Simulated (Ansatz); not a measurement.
# Si (P6/mmm) in Ansatz: a series of runs

The runs below take Si through band structure, single point, equation of state, with HSE06.

Program: Ansatz 0.2.0. These are calculated values, not measurements. Logs are shortened: lines on timing, memory, paths and dates and some standing lists are left out, and cuts for length are marked.

## Step 1: Starting point

Symmetry: P6/mmm, No. 191, hexagonal system. Conventional cell: a = 4.121 Å, b = 4.121 Å, c = 2.655 Å, α = 90.00°, β = 90.00°, γ = 120.00°. Si (site symmetry -6m2) is surrounded by 5 Si at 2.38 to 2.65 Å.

The cell was built by a generator and needn't be a form met in nature.

## Step 2: Band structure, HSE06

Contents of input.yaml:

```yaml
crystal:
  lattice:
    - [4.12095, 0.0, 0.0]
    - [-2.06047, 3.56885, 0.0]
    - [0.0, 0.0, 2.65479]
  atoms:
    - { symbol: Si, position: [0.33333, 0.66667, 0.5] }
    - { symbol: Si, position: [0.66667, 0.33333, 0.5] }
hamiltonian:
  xc: hse06
  pseudopotentials: { kind: paw }
kpoints:
  mp_grid: { grid: [4, 4, 6] }
  band_path:
    path:
      - [[0.0, 0.0, 0.0], [0.5, 0.0, 0.0], [0.3333333333, 0.3333333333, 0.0], [0.0, 0.0, 0.0], [0.0, 0.0, 0.5], [0.5, 0.0, 0.5], [0.3333333333, 0.3333333333, 0.5], [0.0, 0.0, 0.5]]
      - [[0.5, 0.0, 0.5], [0.5, 0.0, 0.0]]
      - [[0.3333333333, 0.3333333333, 0.0], [0.3333333333, 0.3333333333, 0.5]]
    npoints: 4
scf:
  occupations: { method: fermi_dirac, width: 0.05 }
  n_extra_bands: 6
output:
  forces: true
  stress: true
  eigenvalues: true
  fatbands: false
  write_density: true
  write_potential: true
  elf: true
  volumetric_format: npy
```

Potentials or basis: Ansatz PAW.

Launch:

```console
> ansatz run input.yaml --threads 2 --pin off --max-ram 5632MiB --backend cpu --events-out ev --progress --plain --runs-dir out
```

The program printed:

```text
Warning: the atoms were moved onto the symmetric positions of the space group found under crystal.symmetry.tolerance 1.0e-5 (fractional; no operation is sought that the atoms, as they stand in a round, miss by more than twice it, and no atom is moved by as much as it), and the run uses the moved positions. Before a round's move an operation carried an atom to 4.12e-5 Å from where it should land, the largest such distance. Atom 0 (counting from 0) moved farthest, by 2.38e-5 Å; the longest move in fractions of the cell, of whichever atom, is 0.47 of the tolerance, in 1 round. To run the atoms as typed, lower crystal.symmetry.tolerance until the operations that they miss are no longer found, or set crystal.symmetry.detect: false (a key that needs symmetry detection or time reversal refuses this as the deck is read). The positions used, in the order of the run's atom list: position: [0.3333333333333333, 0.6666666666666666, 0.5]; position: [0.6666666666666666, 0.3333333333333333, 0.5]; The lattice was moved too: crystal.lattice keeps the space group found at crystal.symmetry.tolerance 1.0e-5 only nearly: the operation that it misses by the most changes a squared length by the fraction 2.80e-6. The run uses the lattice that is a stretch of the typed one, with no rotation, onto the one that keeps every operation to a double's rounding (on a very oblique basis the stretch itself rounds by more); the deck's lattice vector that moved farthest moved by 3.26e-6 Å. To run the lattice as typed, set crystal.symmetry.tolerance under 1.33e-7, the least fraction by which an operation that the lattice misses changes a squared length (the same key also sets how far an atom may lie from its image, so lowering it can lose operations that the atoms keep only within it), or set crystal.symmetry.detect: false, as for the atoms. crystal.lattice made exact, in Å and degrees: [[4.120951508198683, -2.8867513457604425e-6, 0.0], [-2.0604732540993416, 3.5688501372395285, 0.0], [0.0, 0.0, 2.65479]]. Pasted over the deck's crystal.lattice, beside positions in fractional coordinates, it runs the same cell (given as lengths and angles, that cell in the form's own orientation, a rigid turn of the misfit's size from the one run here, for which a checkpoint.post_process_only pass over this run's state can be refused: where this run relaxes nothing, give such a pass this deck's own crystal.lattice, as typed; behind a relaxation, as crystal.lattice, the state's own cell, identity.cell in its checkpoint.json), and a matrix so pasted ends this notice, except on a very skew basis of the lattice, where the rounding of the pasted numbers themselves can read as a misfit: the cell is then moved again, and that move is told again. The lattice as run is in this notice's lattice.as_run_ang field (Run.prep()["deck_notices"] in Python, the deck_notice line of an events file, deck_notices of ansatz run --dry-run=json, or deck_notices in record.json in the deck's checkpoint.write directory).
Warning: output.stress: scf.convergence.dr2_threshold = 1e-7 eV (the SCF's general default) is looser than the 2e-10 eV advised for a printed stress (1e-10 eV for each atom of the cell: 2). What an SCF threshold leaves in a stress goes as its square root, and in the free energy as the threshold itself, and one threshold admits the most on a small cell: of the crystals measured, under no hybrid functional and no lock of the moments, on runs that ended without the residual-converged pass, on stresses that held no estimate of that error, the worst erred by over 100 MPa in a component at 1e-7 eV an atom and by under 5 at 1e-10. Set scf.convergence.dr2_threshold to 2e-10 eV or tighter. The threshold is an SCF's pass mark: one that does not reach it within its budget of iterations ends unconverged, or closes short of it on a stop that the run arms, and scf.convergence.dr2_threshold's page says what that costs each kind of run
Warning: output.stress: scf.exx.energy_threshold = 1e-6 eV is looser than the 2e-8 eV advised for a stress under a hybrid functional (1e-8 eV for each atom of the cell: 2). Every SCF of the exchange loop can meet its threshold on dr2 while the loop round them stops early: no threshold on dr2 bounds what that leaves in the stress. Set scf.exx.energy_threshold to 2e-8 eV or tighter. The threshold is the loop's pass mark: a loop that does not reach it within its budget of cycles ends unconverged, and scf.exx.energy_threshold's page has the law
Warning: RAYON_NUM_THREADS=2 ignored (pool sized by the plan → 2); use --threads N
scf.n_extra_bands = 6 over 4 filled bands (N_el = 8.0): the run solves 10 bands
Engine: ansatz 0.2.0, x86_64-unknown-linux-gnu
Pseudopotentials: kind: paw
Pseudopotential: Si, paw, valence charge 4, recommended cutoff 420 eV (normal), Si.paw.azcp
Functional definition: HSE06
  parameter a = 0.25
  parameter omega = 0.11/bohr
  exchange = pbe_x - a*pbe_x_sr(omega) + a*exact_x_sr(omega)
  correlation = pbe_c
Crystal: 2 atoms, lattice volume = 39.044 Å³
Basis set: ecut = 420 eV, 765 PW (Γ), exchange–correlation on 60×60×36 points (8 copies of the dense FFT grid, shifted against one another)
Bands: 10, of which v1, the nominal top of the filled ones, is band 4 counted from 1 (3 counted from 0)
Symmetry: 24 space group operations
Space group: P6/mmm (ITA 191), of the structure as read, at distance tolerance 3.4e-5 Å
k-points: 16 of 96
Non-local potential: Si, projectors of the file, l = 0: 2, l = 1: 2, l = 2: 2
PAW form: soft (Blöchl's): semilocal exchange-correlation on the pseudo side does not see the compensation charge
PAW frozen core: Si, regenerated for the run's functional, and the local potential with it (the file was generated under x = pbe(κ = 0.804, μ = 0.2195149727645171), c = pbe(β = 0.06672455060314922))
PAW one-centre angular grid: Si, 110 points (default); XC on 64 Gauss nodes
Initial density: superposition of atomic densities (neutral atoms: chi_scale 0, normalization atom), corrected by the library's trained network
Initial wavefunctions: pseudopotential atomic-orbital guess
[... 39 lines left out ...]
Frozen-core exchange: fock
Harris-Foulkes:  -1271.736788 eV  (|F-HF|=3.08e-10)
Internal energy: -1271.725350 eV  (E = F + TS)
E sigma→0 (E₀):  -1271.731069 eV
Entropy (-TS):   -0.011438 eV (-5.719 meV/atom)
Fermi energy:    6.226175 eV
--- Per-component energies (eV) ---
  E_band       = 5.288118
  E_kinetic    = 79.220304
  E_local      = -48.023770  (includes V_loc(G=0)·N_el)
  E_nonlocal   = 50.340556
  E_hartree    = 13.620515
  E_xc         = -89.853731
  E_vxc        = -76.143886  (∫ρ·V_xc dr)
  E_exx        = -10.705358  (= α·E_x^exact, valence–valence)
  E_paw        = -1034.935814  (= ΣΔE_a)
  E_vpaw       = -5.935381  (= ΣTr[D̂ρ^β])
  E_aug_tail   = 0.000013  (compensation charges beyond the density's cutoff)
  E_ewald      = -231.269833
  E_core_change = -0.118233  (= ΣΔE_core)
  E_smearing   = -0.011438  (= −TS)
  E_closure    = -0.000001  (closes the sum)
  Σ components = -1271.736788   (vs F -1271.736788, Δ=4.55e-13)
--- Forces (eV/Å), atoms counted from 1 ---
  atom   1  Si     0.00000000     0.00000000     0.00000000
  atom   2  Si    -0.00000000    -0.00000000     0.00000000
  max |Σ_I F_I| component: 0.00e0 eV/Å
--- Stress (GPa, compression-positive) ---
       -0.734763      -0.000000       0.000000
       -0.000000      -0.734763       0.000000
        0.000000       0.000000      -4.199331
  P = ⅓ Tr σ = -1.8896 GPa (-18.896 kbar)
--- Band table (eV; the first three rows and the last of 16) ---
  k-point 0: bands = ["-7.4425", "3.1385", "3.1385", "3.4709", "8.1004", "8.1004", "12.5336", "13.7192", "16.0195", "20.8264"]
  k-point 1: bands = ["-6.8342", "3.6436", "3.6436", "4.0958", "8.2789", "8.6474", "8.6474", "13.6571", "17.5558", "19.1817"]
  k-point 2: bands = ["-5.0590", "2.9950", "5.0100", "5.0100", "5.8855", "10.1455", "10.1455", "13.1739", "14.5854", "14.5854"]
  k-point 15: bands = ["-1.1263", "1.2603", "1.5717", "3.7903", "4.0823", "9.4332", "12.7911", "12.9720", "15.3349", "16.7853"]
```

rho_z.tsv:

```text
# z_ang	rho[e/angstrom^3]
# format = ansatz-planar-average/11
# lattice	4.120951508	-0.000002887	0.000000000
# lattice	-2.060473254	3.568850137	0.000000000
# lattice	0.000000000	0.000000000	2.654790000
# sites	2
# site	14	0.000001667	2.379232463	1.327395000
# site	14	2.060476587	1.189614788	1.327395000
0.000000	1.289608e-1
0.147488	1.338803e-1
0.294977	1.483841e-1
0.442465	1.711438e-1
0.589953	1.984429e-1
0.737442	2.244608e-1
[... 10 lines left out ...]
2.359813	1.483841e-1
2.507302	1.338803e-1
```

Wall time 49 s (2 threads of Intel Xeon at 2.70GHz, shared host); peak memory 0.54 GiB.

What came out:

```yaml
Free_energy: -1271.7368 eV
Pressure: -1.9 GPa
Band_gap_on_the_k_mesh: none (metal or under the smearing width)
```

Stress tensor (GPa, compression positive):
```
-0.73  0.00  0.00
 0.00 -0.73  0.00
 0.00  0.00 -4.20
```

Levels at the corners of the path, in eV from the Fermi level:
| point | band 1 | band 2 | band 3 | band 4 | band 5 | band 6 | band 7 | band 8 | band 9 |
| --- | --- | --- | --- | --- | --- | --- | --- | --- | --- |
| Γ | -13.67 | -3.09 | -3.09 | -2.76 | 1.87 | 1.87 | 6.31 | 7.49 | 9.79 |
| M | -11.63 | -9.74 | -4.40 | -1.09 | 7.20 | 8.02 | 8.28 | 9.04 | 9.23 |
| K | -10.61 | -10.61 | -6.06 | 3.76 | 3.76 | 4.70 | 9.86 | 9.86 | 11.37 |
| Γ | -13.67 | -3.09 | -3.09 | -2.76 | 1.87 | 1.87 | 6.31 | 7.49 | 9.79 |
| A | -9.30 | -6.45 | -0.12 | -0.12 | 1.67 | 4.02 | 5.22 | 5.22 | 6.14 |
| L | -7.22 | -5.45 | -4.58 | -2.66 | -1.25 | 3.67 | 4.65 | 5.85 | 11.26 |
| H | -6.21 | -6.21 | -3.61 | -3.61 | -2.58 | 2.72 | 8.00 | 8.19 | 8.19 |
| A | -9.30 | -6.45 | -0.12 | -0.12 | 1.67 | 4.02 | 5.22 | 5.22 | 6.14 |
| L | -7.22 | -5.45 | -4.58 | -2.66 | -1.25 | 3.67 | 4.65 | 5.85 | 11.26 |
| M | -11.63 | -9.74 | -4.40 | -1.09 | 7.20 | 8.02 | 8.28 | 9.04 | 9.23 |
| K | -10.61 | -10.61 | -6.06 | 3.76 | 3.76 | 4.70 | 9.86 | 9.86 | 11.37 |
| H | -6.21 | -6.21 | -3.61 | -3.61 | -2.58 | 2.72 | 8.00 | 8.19 | 8.19 |

Caveat: the k mesh is coarse (spacing up to 0.44 Å⁻¹), so the values aren't converged, least of all with exact exchange; the PAW data sets come from PBE, with cores solved anew for the run's functional, which leaves a small shift of forces and pressure; the thresholds are loose for stress.

## Step 3: Single point, HSE06, 18.35 Å³/atom (volume scaled by 0.94)

Contents of input.yaml:

```yaml
crystal:
  lattice:
    - [4.0368253747, 0.0, 0.0]
    - [-2.0184077894, 3.4959958841, 0.0]
    - [0.0, 0.0, 2.6005954056]
  atoms:
    - { symbol: Si, position: [0.33333, 0.66667, 0.5] }
    - { symbol: Si, position: [0.66667, 0.33333, 0.5] }
hamiltonian:
  xc: hse06
  pseudopotentials: { kind: paw }
kpoints:
  mp_grid: { grid: [4, 4, 5] }
scf:
  occupations: { method: fermi_dirac, width: 0.05 }
output:
  forces: true
  stress: true
  eigenvalues: true
```

Potentials or basis: Ansatz PAW.

Launch:

```console
> ansatz run input.yaml --threads 2 --pin off --max-ram 5632MiB --backend cpu --events-out ev --progress --plain --runs-dir out
```

Wall time 5.2 s (2 threads of Intel Xeon at 2.70GHz, shared host); peak memory 0.48 GiB.

The run converged. Its results:

```
Free energy            : -1271.7358 eV
Pressure               : 3.4 GPa
Band gap on the k mesh : none (metal or under the smearing width)
```

Caveat: the k mesh is coarse (spacing up to 0.48 Å⁻¹), so the values aren't converged, least of all with exact exchange; the PAW data sets come from PBE, with cores solved anew for the run's functional, which leaves a small shift of forces and pressure; the thresholds are loose for stress.

## Step 4: Single point, HSE06, 18.74 Å³/atom (volume scaled by 0.96)

input.yaml: that of step 3 with these lines changed.

```diff
@@ -2,5 +2,5 @@
   lattice:
-    - [4.0368253747, 0.0, 0.0]
-    - [-2.0184077894, 3.4959958841, 0.0]
-    - [0.0, 0.0, 2.6005954056]
+    - [4.0652546591, 0.0, 0.0]
+    - [-2.0326223971, 3.5206163846, 0.0]
+    - [0.0, 0.0, 2.6189100611]
   atoms:
```

Launch:

```console
> ansatz run input.yaml --threads 2 --pin off --max-ram 5632MiB --backend cpu --events-out ev --progress --plain --runs-dir out
```

It took 5.2 s on 2 threads of Intel Xeon at 2.70GHz, shared host; peak memory 0.48 GiB.

It converged, with:

```
Free energy            : -1271.7471 eV
Pressure               : 1.3 GPa
Band gap on the k mesh : none (metal or under the smearing width)
```

Caveat: the k mesh is coarse (spacing up to 0.48 Å⁻¹), so the values aren't converged, least of all with exact exchange; the PAW data sets come from PBE, with cores solved anew for the run's functional, which leaves a small shift of forces and pressure; the thresholds are loose for stress.

## Step 5: Single point, HSE06, 19.13 Å³/atom (volume scaled by 0.98)

input.yaml: that of step 4 with these lines changed.

```diff
@@ -2,5 +2,5 @@
   lattice:
-    - [4.0652546591, 0.0, 0.0]
-    - [-2.0326223971, 3.5206163846, 0.0]
-    - [0.0, 0.0, 2.6189100611]
+    - [4.0932917841, 0.0, 0.0]
+    - [-2.0466409256, 3.5448972649, 0.0]
+    - [0.0, 0.0, 2.6369720806]
   atoms:
```

Launch:

```console
> ansatz run input.yaml --threads 2 --pin off --max-ram 5632MiB --backend cpu --events-out ev --progress --plain --runs-dir out
```

Run time: 5.2 s. Hardware: 2 threads of Intel Xeon at 2.70GHz, shared host; peak memory 0.49 GiB.

It converged, with:

```
Free energy            : -1271.7484 eV
Pressure               : -0.7 GPa
Band gap on the k mesh : none (metal or under the smearing width)
```

Caveat: the k mesh is coarse (spacing up to 0.48 Å⁻¹), so the values aren't converged, least of all with exact exchange; the PAW data sets come from PBE, with cores solved anew for the run's functional, which leaves a small shift of forces and pressure; the thresholds are loose for stress.

## Step 6: Single point, HSE06, 19.52 Å³/atom

input.yaml: that of step 5 with these lines changed.

```diff
@@ -2,5 +2,5 @@
   lattice:
-    - [4.0932917841, 0.0, 0.0]
-    - [-2.0466409256, 3.5448972649, 0.0]
-    - [0.0, 0.0, 2.6369720806]
+    - [4.12095, 0.0, 0.0]
+    - [-2.06047, 3.56885, 0.0]
+    - [0.0, 0.0, 2.65479]
   atoms:
@@ -19 +19,5 @@
   eigenvalues: true
+  write_density: true
+  write_potential: true
+  elf: true
+  volumetric_format: npy
```

Potentials or basis: Ansatz PAW.

Launch:

```console
> ansatz run input.yaml --threads 2 --pin off --max-ram 5632MiB --backend cpu --events-out ev --progress --plain --runs-dir out
```

Run time: 5.4 s. Hardware: 2 threads of Intel Xeon at 2.70GHz, shared host; peak memory 0.49 GiB.

Results (log left out):

| Item | Value |
| --- | --- |
| Free energy | -1271.7409 eV |
| Pressure | -2.4 GPa |
| Band gap on the k mesh | none (metal or under the smearing width) |

Caveat: the k mesh is coarse (spacing up to 0.47 Å⁻¹), so the values aren't converged, least of all with exact exchange; the PAW data sets come from PBE, with cores solved anew for the run's functional, which leaves a small shift of forces and pressure; the thresholds are loose for stress.

## Step 7: Single point, HSE06, 19.91 Å³/atom (volume scaled by 1.02)

input.yaml: that of step 6 with these lines changed.

```diff
@@ -2,5 +2,5 @@
   lattice:
-    - [4.12095, 0.0, 0.0]
-    - [-2.06047, 3.56885, 0.0]
-    - [0.0, 0.0, 2.65479]
+    - [4.148241855, 0.0, 0.0]
+    - [-2.0741158944, 3.592485457, 0.0]
+    - [0.0, 0.0, 2.6723719031]
   atoms:
@@ -19,5 +19 @@
   eigenvalues: true
-  write_density: true
-  write_potential: true
-  elf: true
-  volumetric_format: npy
```

Launch:

```console
> ansatz run input.yaml --threads 2 --pin off --max-ram 5632MiB --backend cpu --events-out ev --progress --plain --runs-dir out
```

Wall time 5.6 s (2 threads of Intel Xeon at 2.70GHz, shared host); peak memory 0.49 GiB.

It converged, with:

```yaml
Free_energy: -1271.7255 eV
Pressure: -3.9 GPa
Band_gap_on_the_k_mesh: none (metal or under the smearing width)
```

Caveat: the k mesh is coarse (spacing up to 0.47 Å⁻¹), so the values aren't converged, least of all with exact exchange; the PAW data sets come from PBE, with cores solved anew for the run's functional, which leaves a small shift of forces and pressure; the thresholds are loose for stress.

## Step 8: Single point, HSE06, 20.30 Å³/atom (volume scaled by 1.04)

input.yaml: that of step 7 with these lines changed.

```diff
@@ -2,5 +2,5 @@
   lattice:
-    - [4.148241855, 0.0, 0.0]
-    - [-2.0741158944, 3.592485457, 0.0]
-    - [0.0, 0.0, 2.6723719031]
+    - [4.1751792452, 0.0, 0.0]
+    - [-2.0875845568, 3.6158139383, 0.0]
+    - [0.0, 0.0, 2.6897254537]
   atoms:
@@ -19 +19,5 @@
   eigenvalues: true
+  write_density: true
+  write_potential: true
+  elf: true
+  volumetric_format: npy
```

Launch:

```console
> ansatz run input.yaml --threads 2 --pin off --max-ram 5632MiB --backend cpu --events-out ev --progress --plain --runs-dir out
```

Wall time 5.7 s (2 threads of Intel Xeon at 2.70GHz, shared host); peak memory 0.5 GiB.

Results (log left out):

* Free energy: -1271.7029 eV
* Pressure: -5.3 GPa
* Band gap on the k mesh: none (metal or under the smearing width)

Caveat: the k mesh is coarse (spacing up to 0.47 Å⁻¹), so the values aren't converged, least of all with exact exchange; the PAW data sets come from PBE, with cores solved anew for the run's functional, which leaves a small shift of forces and pressure; the thresholds are loose for stress.

## Step 9: Single point, HSE06, 20.69 Å³/atom (volume scaled by 1.06)

Contents of input.yaml:

```yaml
crystal:
  lattice:
    - [4.2017734606, 0.0, 0.0]
    - [-2.1008816322, 3.6388452213, 0.0]
    - [0.0, 0.0, 2.7068579248]
  atoms:
    - { symbol: Si, position: [0.33333, 0.66667, 0.5] }
    - { symbol: Si, position: [0.66667, 0.33333, 0.5] }
hamiltonian:
  xc: hse06
  pseudopotentials: { kind: paw }
kpoints:
  mp_grid: { grid: [4, 4, 5] }
scf:
  occupations: { method: fermi_dirac, width: 0.05 }
output:
  forces: true
  stress: true
  eigenvalues: true
```

Potentials or basis: Ansatz PAW.

Launch:

```console
> ansatz run input.yaml --threads 2 --pin off --max-ram 5632MiB --backend cpu --events-out ev --progress --plain --runs-dir out
```

Run time: 5.6 s. Hardware: 2 threads of Intel Xeon at 2.70GHz, shared host; peak memory 0.5 GiB.

It converged, with:

- Free energy: -1271.6742 eV
- Pressure: -6.5 GPa
- Band gap on the k mesh: none (metal or under the smearing width)

Caveat: the k mesh is coarse (spacing up to 0.46 Å⁻¹), so the values aren't converged, least of all with exact exchange; the PAW data sets come from PBE, with cores solved anew for the run's functional, which leaves a small shift of forces and pressure; the thresholds are loose for stress.

## Step 10: Equation of state, HSE06

This step only gathers the single runs of the series.

What came out:

| Property | Result |
| --- | --- |
| Equilibrium volume | 18.99 Å³/atom |
| Bulk modulus at fixed shape and positions | 92 GPa |
| Pressure derivative of the bulk modulus | 4.5 |

Energy against volume, from the lowest point:
| volume (Å³/atom) | energy (meV/atom) |
| --- | --- |
| 18.351 | 6.30 |
| 18.741 | 0.69 |
| 19.132 | 0.00 |
| 19.522 | 3.75 |
| 19.913 | 11.49 |
| 20.303 | 22.77 |
| 20.693 | 37.14 |

Caveat: the k mesh is coarse (spacing up to 0.47 Å⁻¹), so the values aren't converged, least of all with exact exchange; the cell was scaled at fixed shape and fractional positions, which overstates the stiffness of a crystal with free parameters, most of all of layers and chains; the PAW data sets were made with another functional, which shifts forces and pressure a little.
